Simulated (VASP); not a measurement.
# HW8C8 (a cell with a defect) in VASP: further runs

One crystal, HW8C8 (a cell with a defect), is run at these levels: PBEsol; tasks: single point.

Program: VASP 6.6.1. These are calculated values, not measurements. Logs are shortened: lines on timing, memory, paths and dates and some standing lists are left out, and cuts for length are marked.

## Step 1: Starting point

The cell holds a defect, 17 atoms: a = 5.656 Å, b = 5.797 Å, c = 5.797 Å, α = 120.00°, β = 90.00°, γ = 90.00°.

## Step 2: Single point, PBEsol

Input file INCAR:

```
  ALGO = Fast
  EDIFF = 1E-7
  ENCUT = 520
  GGA = PS
  ISIF = 2
  ISMEAR = 0
  LASPH = T
  LCHARG = T
  LELF = T
  LREAL = Auto
  LVHAR = T
  LWAVE = F
  NBANDS = 86
  NELM = 100
  PREC = Accurate
  SIGMA = 0.1
```

Input file KPOINTS:

```
Automatic mesh
0
Gamma
  4 5 5
  0.5 0 0
```

Input file POSCAR:

```
HW8C8
1.0
    0.0000000000      0.0000000000     -5.6555137123
   -2.8984787826     -5.0203125160      0.0000000000
   -2.8984787825      5.0203125161      0.0000000000
W C H
8 8 1
Direct
    0.4877908881      0.5070183578      0.4936846501
    0.9882185060      0.5070173684      0.4936840026
    0.4891560859      0.5078552865     -0.0058973134
    0.9895981590      0.4978792329     -0.0108847045
    0.4891556694      1.0065959712      0.4928426845
    0.9895987283      1.0115866242      0.5028197583
    0.4891560349      1.0065954409     -0.0058977724
    0.9895968783      1.0115849134     -0.0108836671
    0.2416427504      0.1736819607      0.8270163094
    0.7376564184      0.1736830342      0.8270162900
    0.2392246424      0.1759293031      0.3281378550
    0.7367583511      0.1779715324      0.3291601576
    0.2392243092      0.6725591349      0.8247700313
    0.7367584551      0.6715398822      0.8227308827
    0.2392251167      0.6725586272      0.3281380157
    0.7367589537      0.6715404506      0.3291606111
    0.9397946921      0.8403503263      0.1603507687
```

Potentials or basis: VASP PAW PBE potentials, release 64 (W_sv, C, H).

Command:

```sh
$ cat potpaw_PBE.64/W_sv/POTCAR potpaw_PBE.64/C/POTCAR potpaw_PBE.64/H/POTCAR > POTCAR
$ mpirun -np 1 vasp_std > vasp.out
```

OUTCAR:

```text
EDIFF = 1E-7
   ENCUT = 520
   GGA = PS
   ISIF = 2
   ISMEAR = 0
   LASPH = T
   LREAL = Auto
   NELM = 100
   PREC = Accurate

 ion  position               nearest neighbor table
   1  0.488  0.507  0.494-  14 2.17  16 2.17  12 2.17  13 2.18  15 2.18  11 2.18   2 2.83   2 2.83
                             7 2.90   5 2.90   3 2.90   3 2.90   5 2.90   7 2.90
   2  0.988  0.507  0.494-  12 2.18  16 2.18  14 2.18  13 2.19  15 2.19  11 2.19   1 2.83   1 2.83
                             6 2.90   4 2.90   8 2.90   8 2.90   4 2.90   6 2.90
   3  0.489  0.508  0.994-   9 2.18  10 2.19  14 2.19  16 2.19  15 2.19  13 2.19   4 2.83   4 2.83
                             5 2.89   7 2.89   1 2.90   1 2.90   7 2.91   5 2.91
   4  0.990  0.498  0.989-  17 1.74  10 2.16   9 2.16  15 2.21  13 2.21  16 2.23  14 2.23   6 2.82
                             8 2.82   3 2.83   3 2.83   2 2.90   2 2.90   8 2.98   6 2.98
   5  0.489  0.007  0.493-   9 2.18  10 2.19  16 2.19  12 2.19  15 2.19  11 2.19   6 2.83   6 2.83
                             7 2.89   3 2.89   1 2.90   1 2.90   3 2.91   7 2.91
   6  0.990  0.012  0.503-  17 1.74  10 2.16   9 2.16  11 2.21  15 2.21  12 2.23  16 2.23   4 2.82
                             8 2.82   5 2.83   5 2.83   2 2.90   2 2.90   8 2.98   4 2.98
   7  0.489  0.007  0.994-   9 2.18  10 2.19  14 2.19  12 2.19  11 2.19  13 2.19   8 2.83   8 2.83
                             5 2.89   3 2.89   1 2.90   1 2.90   3 2.91   5 2.91
   8  0.990  0.012  0.989-  17 1.74  10 2.16   9 2.16  11 2.21  13 2.21  12 2.23  14 2.23   4 2.82
                             6 2.82   7 2.83   7 2.83   2 2.90   2 2.90   6 2.98   4 2.98
   9  0.242  0.174  0.827-   6 2.16   4 2.16   8 2.16   7 2.18   5 2.18   3 2.18
  10  0.738  0.174  0.827-   4 2.16   8 2.16   6 2.16   3 2.19   7 2.19   5 2.19
  11  0.239  0.176  0.328-   1 2.18   2 2.19   7 2.19   5 2.19   8 2.21   6 2.21
  12  0.737  0.178  0.329-   1 2.17   2 2.18   7 2.19   5 2.19   8 2.23   6 2.23
  13  0.239  0.673  0.825-   1 2.18   2 2.19   7 2.19   3 2.19   4 2.21   8 2.21
  14  0.737  0.672  0.823-   1 2.17   2 2.18   7 2.19   3 2.19   8 2.23   4 2.23
  15  0.239  0.673  0.328-   1 2.18   2 2.19   3 2.19   5 2.19   4 2.21   6 2.21
  16  0.737  0.672  0.329-   1 2.17   2 2.18   5 2.19   3 2.19   4 2.23   6 2.23
  17  0.940  0.840  0.160-   8 1.74   6 1.74   4 1.74

  LATTYP: Found a hexagonal cell.
 ALAT       =     5.7969575651
 C/A-ratio  =     0.9756003298

  Lattice vectors:

 A1 = (  -2.8984787826,  -5.0203125160,   0.0000000000)
 A2 = (  -2.8984787825,   5.0203125161,   0.0000000000)
 A3 = (   0.0000000000,   0.0000000000,  -5.6555137123)

Analysis of symmetry for initial positions (statically):
=====================================================================
 Subroutine PRICEL returns:
 Original cell was already a primitive cell.

 Routine SETGRP: Setting up the symmetry group for a
 hexagonal supercell.

 Subroutine GETGRP returns: Found  6 space group operations
 (whereof  1 operations were pure point group operations)
 out of a pool of 24 trial point group operations.

The static configuration has the point symmetry C_1 .
 The point group associated with its full space group is C_3v.

Analysis of symmetry for dynamics (positions and initial velocities):
=====================================================================
 Subroutine PRICEL returns:
 Original cell was already a primitive cell.

 Routine SETGRP: Setting up the symmetry group for a
 hexagonal supercell.

 Subroutine GETGRP returns: Found  6 space group operations
 (whereof  1 operations were pure point group operations)
 out of a pool of 24 trial point group operations.

The dynamic configuration has the point symmetry C_1 .
 The point group associated with its full space group is C_3v.

 Subroutine INISYM returns: Found  6 space group operations
 (whereof  1 operations are pure point group operations),
 and found     1 'primitive' translations

----------------------------------------------------------------------------------------

                                     Primitive cell

  volume of cell :     164.5898

  direct lattice vectors                    reciprocal lattice vectors
     0.000000000  0.000000000 -5.655513712     0.000000000  0.000000000 -0.176818597
    -2.898478783 -5.020312516  0.000000000    -0.172504282 -0.099595393  0.000000000
    -2.898478782  5.020312516  0.000000000    -0.172504282  0.099595393  0.000000000

  length of vectors
     5.655513712  5.796957565  5.796957565     0.176818597  0.199190787  0.199190787

  position of ions in fractional coordinates (direct lattice)
     0.487790888  0.507018358  0.493684650
[... 53 lines left out ...]
     0.044204649  0.039838157  0.039838157

  Shift w.r.t. Gamma in fractional coordinates (k-lattice)
     0.500000000  0.000000000  0.000000000

 Subroutine IBZKPT returns following result:
 ===========================================

 Found     14 irreducible k-points:

 Following reciprocal coordinates:
            Coordinates               Weight
  0.125000  0.000000  0.000000      2.000000
  0.375000  0.000000  0.000000      2.000000
  0.125000  0.200000 -0.000000      6.000000
  0.125000 -0.000000  0.200000      6.000000
  0.375000  0.200000 -0.000000      6.000000
  0.375000 -0.000000  0.200000      6.000000
  0.125000  0.400000  0.000000      6.000000
  0.125000 -0.000000  0.400000      6.000000
  0.375000  0.400000  0.000000      6.000000
  0.375000 -0.000000  0.400000      6.000000
  0.125000  0.200000  0.200000     12.000000
  0.375000  0.200000  0.200000     12.000000
  0.125000  0.400000  0.200000     12.000000
  0.375000  0.400000  0.200000     12.000000
   k-points           NKPTS =     14   k-points in BZ     NKDIM =     14   number of bands    NBANDS=     86
   number of dos      NEDOS =    301   number of ions     NIONS =     17
   total plane-waves  NPLWV =  96768
   dimension x,y,z NGX =    42 NGY =   48 NGZ =   48
   dimension x,y,z NGXF=    84 NGYF=   96 NGZF=   96
   ions per type =               8   8   1
   NGX,Y,Z   is equivalent  to a cutoff of  12.35, 13.77, 13.77 a.u.
   NGXF,Y,Z  is equivalent  to a cutoff of  24.69, 27.53, 27.53 a.u.
 SYSTEM =  unknown system
   PREC   = accura    normal or accurate (medium, high low for compatibility)
   ISTART =      0    job   : 0-new  1-cont  2-samecut
   ICHARG =      2    charge: 1-file 2-atom 10-const
   ISPIN  =      1    spin polarized calculation?
   LNONCOLLINEAR =      F non collinear calculations
   LSORBIT =      F    spin-orbit coupling
   LASPH  =      T    aspherical Exc in radial PAW
   ENCUT  =  520.0 eV  38.22 Ry    6.18 a.u.  10.52 10.78 10.78*2*pi/ulx,y,z
   NELM   =    100;   NELMIN=  2; NELMDL= -5     # of ELM steps
   EDIFF  = 0.1E-06   stopping-criterion for ELM
   LREAL  =      T    real-space projection
   EDIFFG = 0.1E-05   stopping-criterion for IOM
   NSW    =      0    number of steps for IOM
   IBRION =     -1    ionic relax: 0-MD 1-quasi-New 2-CG
   NFREE  =      0    steps in history (QN), initial steepest desc. (CG)
   ISIF   =      2    stress and relaxation
   ISYM   =      2    0-nonsym 1-usesym 2-fastsym
   POTIM  = 0.5000    time-step for ionic-motion
   TEBEG  =    0.0;   TEEND  =   0.0 temperature during run
   PSTRESS=    0.0 pullay stress
   NELECT =     145.0000    total number of electrons
   NUPDOWN=      -1.0000    fix difference up-down
   EMIN   =  10.00;   EMAX   =-10.00  energy-range for DOS
   EFERMI =   0.00;   METHOD = LEGACY
   ISMEAR =     0;   SIGMA  =   0.10  broadening in eV -4-tet -1-fermi 0-gaus
   EFERMI_NEDOS =   21; number of points for ismear=-14 and -15
   IALGO  =     68    algorithm
   IMIX   =      4    mixing-type and parameters
     AMIX     =   0.40;   BMIX     =  1.00
     AMIX_MAG =   1.60;   BMIX_MAG =  1.00
  volume/ion in A,a.u.               =       9.68        65.34
  Fermi-wavevector in a.u.,A,eV,Ry     =   1.569386  2.965710 33.510786  2.462973
  Thomas-Fermi vector in A             =   2.671276
   LORBIT       =      0    0 simple, 1 ext, 2 COOP (PROOUT), +10 PAW based schemes
   GGA     = PS    functional components
   LHFCALC =     F    Hartree Fock is set to
   AEXX    =    0.0000 exact exchange contribution
   IVDW    =     0    specifies the selected vdW correction
   LEPSILON=     F    determine dielectric tensor
   LRPA    =     F    only Hartree local field effects (RPA)
 non-spin polarized calculation
 RMM-DIIS sequential band-by-band and
 Gauss-broadening in eV      SIGMA  =   0.10
  energy-cutoff  :      520.00
  volume of cell :      164.59
 maximum number of plane-waves:      4455
 NGX is ok and might be reduce to    42
   NGX = 21   NGY = 21   NGZ = 21

 number of electron     144.9999999 magnetization

 Free energy of the ion-electron system (eV)
  ---------------------------------------------------
  ext. energy  EPLUGINS =         0.00000000
  ---------------------------------------------------
  free energy    TOTEN  =      -193.79254276 eV

  energy without entropy =     -193.78585760  energy(sigma->0) =     -193.78920018

 E-fermi :  11.5639     XC(G=0): -14.0244

 val. band max:       11.5089444891   @ k =   0.3750   0.0000   0.0000
 cond. band min:      11.7059957581   @ k =   0.3750  -0.0000   0.4000
 fundamental gap:      0.1970512690
 Fermi energy:        11.5638610411

 k-point     1 :       0.1250    0.0000    0.0000
  band No.  band energies     occupation
      1     -62.8423      2.00000
      2     -62.7884      2.00000
      3     -62.7883      2.00000
      4     -62.6469      2.00000
      5     -62.6022      2.00000
      6     -62.5508      2.00000
[... 1207 lines left out ...]
     83      15.1607      0.00000
     84      15.2320      0.00000
 [bands above 84 left out]

------------------------ aborting loop because EDIFF is reached ----------------------------------------

  FORCE on cell =-STRESS in cart. coord.  units (eV):
  Direction    XX          YY          ZZ          XY          YZ          ZX
  --------------------------------------------------------------------------------------
  -------------------------------------------------------------------------------------
  Total        8.2671860      8.2671860      3.3384134     -0.0000000      0.0000000     -0.0000000
  in kB       80.4758103     80.4758103     32.4973365     -0.0000000      0.0000000     -0.0000000
  external PRESSURE =      64.4829857 kB  Pullay stress =       0.0000000 kB

 VOLUME and BASIS-vectors are now :
 -----------------------------------------------------------------------------
  energy-cutoff  :      520.00
  volume of cell :      164.59
      direct lattice vectors                 reciprocal lattice vectors
     0.000000000  0.000000000 -5.655513712     0.000000000  0.000000000 -0.176818597
    -2.898478783 -5.020312516  0.000000000    -0.172504282 -0.099595393  0.000000000
    -2.898478782  5.020312516  0.000000000    -0.172504282  0.099595393  0.000000000

 POSITION                                       TOTAL-FORCE (eV/Angst)
 -----------------------------------------------------------------------------------
     -2.90052     -0.06694     -2.75871         0.000000      0.000000      0.002798
     -2.90051     -0.06694     -5.58888        -0.000000     -0.000000      0.000113
     -4.35339      2.44111     -2.76643        -0.000191     -0.000110      0.000931
     -4.31002      2.46616     -5.59669         0.013326      0.007694     -0.003164
     -1.44761      2.44111     -2.76643         0.000191     -0.000110      0.000931
     -1.49100      2.46614     -5.59669        -0.013326      0.007694     -0.003164
[... 9 lines left out ...]
     -2.90051     -1.71885     -4.16675         0.000000      0.000363     -0.000620
     -2.90051     -3.41381     -5.31502        -0.000000     -0.000000      0.009447
 -----------------------------------------------------------------------------------
    total drift:                               -0.031910      0.016955     -0.009230

  FREE ENERGIE OF THE ION-ELECTRON SYSTEM (eV)
  ---------------------------------------------------
  free  energy   TOTEN  =      -193.7925427590 eV

  energy  without entropy=     -193.7858575996  energy(sigma->0) =     -193.78920018
```

Wall time 5.4 min (1 thread of Intel Xeon Platinum 8488C (Sapphire Rapids), shared host); peak memory 0.37 GiB.

Results:

```
Free energy            : -193.7925 eV
Pressure               : 6.4 GPa
Largest force          : 0.016 eV/Å
Band gap on the k mesh : none (metal or under the smearing width)
```

Forces in eV/Å, atoms in the order of the input:
```
W    0.000  0.000  0.003
W    0.000  0.000  0.000
W    0.000  0.000  0.001
W    0.013  0.008 -0.003
W    0.000  0.000  0.001
W   -0.013  0.008 -0.003
W    0.000  0.000  0.001
W    0.000 -0.015 -0.003
C    0.000  0.000 -0.007
C    0.000  0.000  0.007
C   -0.003 -0.002 -0.001
C    0.000  0.000 -0.001
C    0.003 -0.002 -0.001
C    0.000  0.000 -0.001
C    0.000  0.003 -0.001
C    0.000  0.000 -0.001
H    0.000  0.000  0.009
```

Caveat: the PAW data sets were made with another functional, which shifts forces and pressure a little.

(Continued in part 2 of 2.)
